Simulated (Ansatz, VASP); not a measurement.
**Al in VASP and in Ansatz**

File INCAR:

```
PREC     = Accurate       # precision mode
ENCUT    = 600            # plane-wave cutoff, eV
EDIFF    = 1E-6           # SCF threshold, eV
ISMEAR   = -1             # smearing method
SIGMA    = 0.08           # smearing width, eV
LREAL    = False          # projectors in reciprocal space
LASPH    = True           # aspherical terms in the spheres
NELM     = 60             # most SCF steps
ALGO     = Normal         # electronic algorithm
ISIF     = 3              # what is computed and relaxed
LWAVE    = False          # write WAVECAR
LCHARG   = False          # write CHGCAR
GGA      = PE             # functional
IBRION   = 2              # ionic algorithm
NSW      = 60             # ionic steps
EDIFFG   = -0.005         # ionic threshold
```

The input KPOINTS:

```
Automatic mesh
0
Gamma
  8 8 11
```

File POSCAR:

```
Al
1.0
    4.5159990975      0.0000000000      0.0000000000
   -2.2579995487      3.9109699419      0.0000000000
    0.0000000000      0.0000000000      2.7999194404
Al
3
Direct
    0.0000000000      0.0000000000      0.0000000000
    0.3333333333      0.6666666667      0.5000000000
    0.6666666667      0.3333333333      0.5000000000
```

Input for Ansatz:

```yaml
crystal:
  lattice:
    - [4.5159990975, 0.0, 0.0]
    - [-2.2579995487, 3.9109699419, 0.0]
    - [0.0, 0.0, 2.7999194404]
  atoms:
    - { symbol: Al, position: [0.0, 0.0, 0.0] }
    - { symbol: Al, position: [0.3333333333, 0.6666666667, 0.5] }
    - { symbol: Al, position: [0.6666666667, 0.3333333333, 0.5] }
kpoints:
  mp_grid: { grid: [8, 8, 11] }
scf:
  occupations: { method: fermi_dirac, width: 0.08 }
hamiltonian:
  xc: pbe
  pseudopotentials: { kind: paw }
output:
  forces: true
  stress: true
relax:
  f_tol: 0.005
  max_steps: 40
  cell: {}
```

Alike in both runs: task relaxation of cell and atoms; functional PBE; k mesh 8 × 8 × 11; occupations fermi-dirac, width 0.08 eV; no spin polarisation.

|  | VASP | Ansatz |
| --- | --- | --- |
| version | VASP 6.6.1 | Ansatz 0.2.0 |
| potentials or method | VASP PAW PBE potentials, release 64 (Al) | PAW with Ansatz's default frozen-core files, scalar-relativistic |
| plane-wave cutoff (eV) | 600 | 420 |
| valence electrons in the cell | 9 | 9 |

```tsv
	VASP	Ansatz	Ansatz less VASP
relaxed volume (Å³/atom)	17.20	17.21	+0.006
relaxed cell length with the largest relative difference (Å)	4.583	4.583	+0.0006
energy change over the relaxation (meV/atom)	-7	-7	-0.1
```
